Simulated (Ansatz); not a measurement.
Relaxation of a periodic cell of 17 atoms, FeSi16 (host Si, host structure diamond, interstitial Fe), to a largest force component of 0.03 eV/Å in at most 60 steps.

Method: DFT PBE, scalar-relativistic, plane waves, PAW in Ansatz. Settings: PAW set soft_1, cutoff 420 eV, k mesh 2x2x2, gaussian smearing 0.02 eV, spin collinear.

```xyz
17
Lattice="0.0000 5.4300 5.4300 5.4300 0.0000 5.4300 5.4300 5.4300 0.0000" Properties=species:S:1:pos:R:3:forces:R:3
Si 0.000 0.000 0.000 0.11 0.15 0.10
Si 1.357 1.357 1.357 0.00 -0.01 0.01
Si 2.715 2.715 0.000 -0.13 -0.09 0.11
Si 4.072 4.072 1.357 -0.01 -0.03 -0.16
Si 2.715 0.000 2.715 -0.12 0.14 -0.13
Si 4.072 1.357 4.072 0.01 -0.20 0.01
Si 5.430 2.715 2.715 0.25 -0.22 -0.27
Si 6.787 4.072 4.072 0.17 -0.03 0.03
Si 0.000 2.715 2.715 0.12 -0.09 -0.14
Si 1.357 4.072 4.072 -0.17 -0.02 0.00
Si 2.715 5.430 2.715 -0.16 0.19 -0.17
Si 4.072 6.787 4.072 0.00 0.15 0.01
Si 2.715 2.715 5.430 -0.31 -0.27 0.29
Si 4.072 4.072 6.787 0.02 -0.03 0.19
Si 5.430 5.430 5.430 0.20 0.24 0.19
Si 6.787 6.787 6.787 0.01 -0.02 0.01
Fe 4.074 4.042 4.090 0.00 0.15 -0.08
```

Q: Where does it end, and by what steps?

A: The forces met the threshold. The force dipped under the threshold on the way, but the program's further checks kept it going. Limits of this set-up: coarse k mesh, a small cell, in which the defect meets its images. After 8 steps the energy has fallen by 0.032 eV; Si16 moved furthest, 0.05 Å.

| step | energy less start (eV) | largest force component (eV/Å) | accepted |
| --- | --- | --- | --- |
| 0 | 0.0000 | 0.312 | yes |
| 1 | -0.0249 | 0.121 | yes |
| 2 | -0.0283 | 0.045 | yes |
| 3 | -0.0179 | 0.208 | no |
| 4 | -0.0312 | 0.034 | yes |
| 5 | -0.0313 | 0.036 | yes |
| 6 | -0.0319 | 0.018 | yes |
| 7 | -0.0320 | 0.009 | yes |
| 8 | -0.0320 | 0.003 | yes |

```xyz
17
Lattice="0.0000 5.4300 5.4300 5.4300 0.0000 5.4300 5.4300 5.4300 0.0000" Properties=species:S:1:pos:R:3
Si 0.005 0.020 0.006
Si 1.358 1.363 1.358
Si 2.703 2.722 0.013
Si 4.088 4.067 1.349
Si 2.710 0.020 2.711
Si 4.072 1.364 4.073
Si 5.458 2.698 2.688
Si 6.797 4.067 4.058
Si 0.012 2.721 2.704
Si 1.348 4.066 4.089
Si 2.722 5.436 2.723
Si 4.073 6.819 4.073
Si 2.687 2.698 5.460
Si 4.057 4.066 6.798
Si 5.423 5.436 5.424
Si 6.787 6.741 6.789
Fe 4.072 4.038 4.074
```

Whether the end is a true minimum wasn't checked by a vibrational analysis.

The run took 80 s on 2 threads of Arm Neoverse V1, on a shared host, peak memory 0.73 GiB.
